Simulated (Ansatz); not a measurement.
The system is TiAl3.

```
Ti Al
1.0
    -1.91111    1.91111    4.28067
     1.91111   -1.91111    4.28067
     1.91111    1.91111   -4.28067
Ti Al
1 3
Direct
  0.00000 0.00000 0.00000
  0.25000 0.75000 0.50000
  0.75000 0.25000 0.50000
  0.50000 0.50000 0.00000
```

The cell comes from a database or a generator and needn't be the stable form of this composition.

- Program: Ansatz 0.2.0
- Task: relaxation of cell and atoms
- Functional: revPBE
- Dispersion: D3(BJ)
- Potentials or basis: Ansatz PAW
- Cutoff: 420 eV (not typed: the program's choice for these potentials)
- k mesh: 10 × 10 × 10
- Occupations: fermi-dirac, width 0.05 eV
- Spin: no spin polarisation

At the start: volume 15.63 Å³/atom.

Problem. Where does the relaxation end?

Solution. It ends after 5 steps and the volume is 14.97 Å³/atom (-4.2 %); space group I4/mmm (No. 139, to 0.05 Å).

The path:
| step | energy change (eV) | largest force (eV/Å) | volume (Å³) |
| --- | --- | --- | --- |
| 1 | 0.0000 | 0.0000 | 62.54 |
| 2 | -0.0317 | 0.0000 | 58.80 |
| 3 | -0.0418 | 0.0000 | 59.96 |
| 4 | -0.0418 | 0.0000 | 59.89 |
| 5 | -0.0410 | 0.0000 | 59.89 |

Final structure:
```xyz
4
Lattice="-1.8859 1.8859 4.2102 1.8859 -1.8859 4.2102 1.8859 1.8859 -4.2102" Properties=species:S:1:pos:R:3 pbc="T T T"
Ti    0.0000    0.0000    0.0000
Al    1.8859    0.0000    2.1051
Al    0.0000    1.8859    2.1051
Al    0.0000    0.0000    4.2102
```

Caveat: the plane-wave basis is chosen anew once the cell has moved, so the energies of steps on either side of that aren't comparable; pairwise dispersion overbinds metals, which lowers pressure and volume; the PAW data sets come from PBE, with cores solved anew for the run's functional, which leaves a small shift of forces and pressure.
